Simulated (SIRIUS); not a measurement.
Wanted: the native input for a SIRIUS 7.10.0 run.

* Task: eos task
* Functional: LDA
* Potentials or basis: PseudoDojo 0.4.1 PBE standard (scalar relativistic)
* Cutoff: 490 eV
* Density cutoff: 1959 eV
* k mesh: 6 × 6 × 5
* Occupations: fermi-dirac, width 0.05 eV
* Spin: no spin polarisation
* Libxc names: ["XC_LDA_X", "XC_LDA_C_PW"]
* Energy tol: 1e-08 Ha
* Density tol: 1e-06
* Mixer: anderson
* Mixing beta: 0.7
* Max scf: 100
* Radial cutoff for the potentials' integrals: 6.5 bohr

Crystal: Si.

```
CELL_PARAMETERS angstrom
3.90575 0.00000 0.00000
-1.95287 3.38248 0.00000
0.00000 0.00000 4.11666
ATOMIC_POSITIONS crystal
Si 0.00000 0.50000 0.33333
Si 0.50000 0.50000 0.66667
Si 0.50000 0.00000 0.00000
```

The cell was built by a generator and needn't be a form met in nature.

These files were run (other wordings do the same):

sirius.json

```json
{
  "control": {
    "processing_unit": "cpu",
    "verbosity": 1,
    "num_bands_to_print": 13,
    "print_forces": false,
    "print_stress": true
  },
  "parameters": {
    "electronic_structure_method": "pseudopotential",
    "xc_functionals": ["XC_LDA_X", "XC_LDA_C_PW"],
    "gk_cutoff": 6.0,
    "pw_cutoff": 12.0,
    "ngridk": [6, 6, 5],
    "shiftk": [0, 0, 0],
    "smearing": "fermi_dirac",
    "smearing_width": 0.0018374661,
    "num_bands": 13,
    "num_mag_dims": 0,
    "num_dft_iter": 100,
    "energy_tol": 1e-08,
    "density_tol": 1e-06
  },
  "iterative_solver": {
    "type": "davidson",
    "min_tolerance": 1e-09,
    "tolerance_scale": [0.1, 0.25]
  },
  "mixer": {
    "type": "anderson",
    "beta": 0.7,
    "max_history": 8
  },
  "settings": {
    "tol_ne": 1e-10,
    "pseudo_grid_cutoff": 6.5
  },
  "unit_cell": {
    "lattice_vectors": [
      [1.0, 0.0, 0.0],
      [-0.499998719836, 0.866025731294, 0.0],
      [0.0, 0.0, 1.053999871984]
    ],
    "lattice_vectors_scale": 7.3807978113,
    "atom_coordinate_units": "lattice",
    "atom_types": ["Si"],
    "atom_files": {
      "Si": "Si.json"
    },
    "atoms": {
      "Si": [
        [0.0, 0.5, 0.33333],
        [0.5, 0.5, 0.66667],
        [0.5, 0.0, 0.0]
      ]
    }
  }
}
```

Potentials or basis: PseudoDojo 0.4.1 PBE standard (scalar relativistic).

Launch:

```sh
$ upf_to_json Si.upf
$ OMP_NUM_THREADS=1 sirius.scf --input=sirius.json --output=out.json --task=3 --volume_scale0=0.94 --volume_scale1=1.06 --num_eos_points=7
```

It gave:

The equilibrium volume is 17.88 Å³/atom, the bulk modulus at fixed shape and positions is 99 GPa and the pressure derivative of the bulk modulus is 4.0.

Caveat: the cell was scaled at fixed shape and fractional positions, which overstates the stiffness of a crystal with free parameters, most of all of layers and chains; the potentials were made for another functional, which shifts forces and pressure.

Wall time 3.6 min on 1 thread of Arm Neoverse N1, on a shared host, peak memory 0.35 GiB.
